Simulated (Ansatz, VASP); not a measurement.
**Fe: VASP beside Ansatz**

```
CELL_PARAMETERS angstrom
2.30021 0.00000 0.00000
0.00000 2.30021 0.00000
0.00000 0.00000 2.30021
ATOMIC_POSITIONS crystal
Fe 0.00000 0.00000 0.00000
```

Alike in both runs: task single point; functional RPBE; k mesh 15 × 15 × 15; occupations fermi-dirac, width 0.05 eV; collinear spin.

|  | VASP | Ansatz |
| --- | --- | --- |
| version | VASP 6.6.1 | Ansatz 0.2.0 |
| potentials or method | VASP PAW PBE potentials, release 64 (Fe) | plane waves (420 eV) with PAW, scalar-relativistic |
| plane-wave cutoff (eV) | 520 | 420 |
| valence electrons in the cell | 8 | 16 |

```tsv
	VASP	Ansatz	Ansatz less VASP
pressure (GPa)	18.8	19.6	+0.76
net moment per atom (μB)	2.26	2.26	0.000
size of the moment on the site where the two differ most (μB)	2.25	2.23	-0.017
```

Site moments also hang on the region over which each program counts them. The two sets of potentials don't hold the same shells in valence. Ansatz warned: «stability_check_not_made».

Caveats: so large a pressure means that the cell lies far from this level's equilibrium, or that cutoff or potentials fall short (VASP); the potentials were made for another functional, which shifts forces and pressure (VASP).
